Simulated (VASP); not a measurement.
**VASP 6.6.1 run: LiCl**

INCAR

```
NBANDS = 12
LASPH = .TRUE.
NELM = 53
ISIF = 2
LCHARG = .FALSE.
NSW = 0
ENCUT = 520
TIME = 2
SIGMA = 0.01
ALGO = Damped
EDIFF = 1E-7
LWAVE = .FALSE.
LREAL = .FALSE.
METAGGA = R2SCAN
IBRION = -1
ISMEAR = 0
PREC = Accurate
```

KPOINTS

```
KPOINTS created by Atomic Simulation Environment
0
Gamma
8 8 8
0 0 0
```

POSCAR

```
Li Cl
 1.0000000000000000
    -0.0000000000000000    2.5560369973268311    2.5560369973268311
     2.5560369973268311   -0.0000000000000000    2.5560369973268311
     2.5560369973268311    2.5560369973268311   -0.0000000000000000
 Li  Cl
   1   1
Cartesian
  0.0000000000000000 -0.0000000000000000 -0.0000000000000000
  2.5560369973268307  2.5560369973268307  2.5560369973268307
```

The recommended PBE PAW datasets give the neutral cell 10 valence electrons.

Command

```
mpirun -np 1 vasp_std
```

Task: How does this run end, and what does it give?

Result: It didn't converge.

OSZICAR

```
N       E                     dE             d eps       ncg     rms           ort
DAV:   1     0.541472397673E+02    0.54147E+02   -0.52334E+03   348   0.840E+02
DAV:   2    -0.589339888759E+01   -0.60041E+02   -0.56766E+02   348   0.164E+02
DAV:   3    -0.136417604109E+02   -0.77484E+01   -0.75117E+01   348   0.650E+01
DAV:   4    -0.144640200830E+02   -0.82226E+00   -0.80334E+00   348   0.210E+01
DAV:   5    -0.145601601854E+02   -0.96140E-01   -0.94539E-01   348   0.659E+00
SDA:   6    -0.124961151906E+02    0.20640E+01   -0.51558E+00   348   0.258E+00   0.000E+00
DMP:   7    -0.121456114139E+02    0.35050E+00   -0.32237E+01   348   0.161E+01  -0.602E+00
DMP:   8    -0.920307892947E+01    0.29425E+01   -0.30511E+02   348   0.153E+02  -0.442E+01
DMP:   9     0.235997203505E+02    0.32803E+02   -0.36393E+03   348   0.182E+03  -0.431E+02
DMP:  10     0.122134827012E+03    0.98535E+02   -0.20369E+04   348   0.102E+04  -0.130E+03
...
DMP:  45     0.826179695713E+02   -0.28380E+01   -0.54104E+03   348   0.271E+03  -0.144E+02
DMP:  46     0.632132063166E+02   -0.19405E+02   -0.27057E+03   348   0.135E+03  -0.135E+02
DMP:  47     0.522819653013E+02   -0.10931E+02   -0.20015E+03   348   0.100E+03  -0.171E+02
DMP:  48     0.364592198456E+02   -0.15823E+02   -0.85362E+02   348   0.427E+02  -0.773E+01
DMP:  49     0.279230087696E+02   -0.85362E+01   -0.64177E+02   348   0.321E+02  -0.867E+01
DMP:  50     0.196003486248E+02   -0.83227E+01   -0.25176E+02   348   0.126E+02  -0.267E+01
DMP:  51     0.110596411409E+02   -0.85407E+01   -0.16773E+02   348   0.839E+01  -0.506E+01
DMP:  52     0.238440659369E+01   -0.86752E+01   -0.75637E+01   348   0.378E+01  -0.899E+00
DMP:  53    -0.429785774371E+01   -0.66823E+01   -0.47987E+01   348   0.240E+01   0.901E+00
   1 F= -.42978577E+01 E0= -.42978577E+01  d E =-.105888E-68
```

Standard output (part)

```
POSCAR found type information on POSCAR LiCl
 POSCAR found :  2 types and       2 ions
 LDA part: xc-table for (None), standard interpolation
 POSCAR, INCAR and KPOINTS ok, starting setup
 WAVECAR not read
 entering main loop
 final diagonalization occupied
|     The electronic self-consistency was not achieved in the given           |
|     number of steps (NELM). The forces and other quantities evaluated       |
|     might not be reliable so examine the results carefully. If you find     |
|     spurious results, we suggest increasing NELM, if you were close to      |
|     convergence or switching to a different ALGO or adjusting the           |
|     density mixing parameters otherwise.                                    |
```

The fault: damping step far too long.
